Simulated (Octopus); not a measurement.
**MgTe under changes of volume**

One of the cells (33.761 Å³/atom); the others are scaled copies at fixed shape and fractional positions:

```
Te Mg
1.0
     0.00000    3.23200    3.23200
     3.23200    0.00000    3.23200
     3.23200    3.23200    0.00000
Te Mg
1 1
Direct
  0.25000 0.25000 0.25000
  0.00000 0.00000 0.00000
```

The cell comes from a database or a generator and needn't be the stable form of this composition.

```yaml
Program: Octopus 16.4
Functional: PBEsol
Potentials_or_basis: pseudodojo_pbesol (PseudoDojo 0.4, PBEsol)
Grid_spacing: 0.131 Å
k_mesh: 7 × 7 × 7
Occupations: fermi-dirac, width 0.05 eV
Spin: no spin polarisation
```

```csv
volume (Å³/atom),energy over the lowest point (meV/atom),gap on the mesh (eV)
31.735,26.10,2.56
32.410,14.90,2.47
33.086,6.17,2.38
33.761,1.28,2.29
34.436,0.00,2.21
35.111,?,?
35.787,8.07,2.05
```

Task: What does the run at 35.111 Å³/atom give?

Result: Energy over the lowest point 1.93 meV/atom; gap on the mesh 2.13 eV.

Worked out: A Birch-Murnaghan fit of order 3 (a polynomial in V^(-2/3)) to the other rows has its minimum at 34.37 Å³/atom with B0 = V·E''(V) = 44 GPa (rough, since the energies scatter). It gives 2.12 meV/atom at 35.111 Å³/atom, against the run's 1.93. A straight line through the other rows of the gap, of slope -4.25 eV per unit of ln V (its deformation potential), gives 2.13 eV, against the run's 2.13.

Energies are extrapolated to zero smearing.

Caveats: spin-orbit coupling is left out, which moves the levels of the heavy elements; an odd mesh through Γ misses points on the zone boundary, where band edges often lie (some runs).
